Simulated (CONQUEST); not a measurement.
Crystal: HfO2.

```
Hf O
1.0
     5.00476    0.00000    0.00000
     0.00000    5.03269    0.00000
     0.00000    0.00000    5.21946
Hf O
4 8
Cartesian
  3.6641 3.7182 5.0197
  3.6841 1.2170 2.7781
  1.3584 3.7953 2.4454
  1.3100 1.2622 0.1942
  4.6378 4.4327 3.2763
  4.6598 1.9304 4.5326
  2.6660 2.5159 1.2521
  2.7087 4.9743 1.4413
  2.2802 5.0000 3.9913
  2.2804 2.4541 3.8785
  0.3194 4.3952 0.6482
  0.3641 1.9204 1.8792
```

The cell comes from a database or a generator and needn't be the stable form of this composition.

The cell isn't the ideal one: atoms moved at random, drawn with an rms of 0.05 Å.

Base run:

| Quantity | Value |
| --- | --- |
| Program | CONQUEST 1.3 |
| Functional | PBE |
| Potentials or basis | PseudoDojo NC PBE, SZ, grid cutoff 150 Ha |
| k mesh | 4 × 4 × 4 |
| Occupations | fermi-dirac, width 0.05 eV |
| Spin | no spin polarisation |

Its results: band gap on the k mesh 3.56 eV, indirect (least direct gap 3.78 eV); pressure 8.2 GPa; largest force 1.328 eV/Å.

After a change of settings the same cell gave: band gap on the k mesh 4.33 eV, indirect (least direct gap 4.55 eV); pressure 12.7 GPa; largest force 1.327 eV/Å. Which change was it?
A. potentials or basis from PseudoDojo NC PBE, SZ, grid cutoff 150 Ha to PseudoDojo NC PBE, DZP, multi-site functions of range 10 bohr, grid cutoff 150 Ha
B. potentials or basis from PseudoDojo NC PBE, SZ, grid cutoff 150 Ha to PseudoDojo NC PBE, DZP, multi-site functions of range 3 bohr, grid cutoff 150 Ha
C. potentials or basis from PseudoDojo NC PBE, SZ, grid cutoff 150 Ha to PseudoDojo NC PBE, DZP, multi-site functions of range 5 bohr, grid cutoff 150 Ha
D. potentials or basis from PseudoDojo NC PBE, SZ, grid cutoff 150 Ha to PseudoDojo NC PBE, DZP, multi-site functions of range 6.5 bohr, grid cutoff 150 Ha

A.

Caveats: spin-orbit coupling is left out, which moves the levels of the heavy elements; the basis of atomic orbitals isn't converged, which shifts pressures, moduli and gaps; the atomic basis is small (some runs); multi-site functions contract the basis, which raises the energy a little and makes forces and stress less exact (some runs).
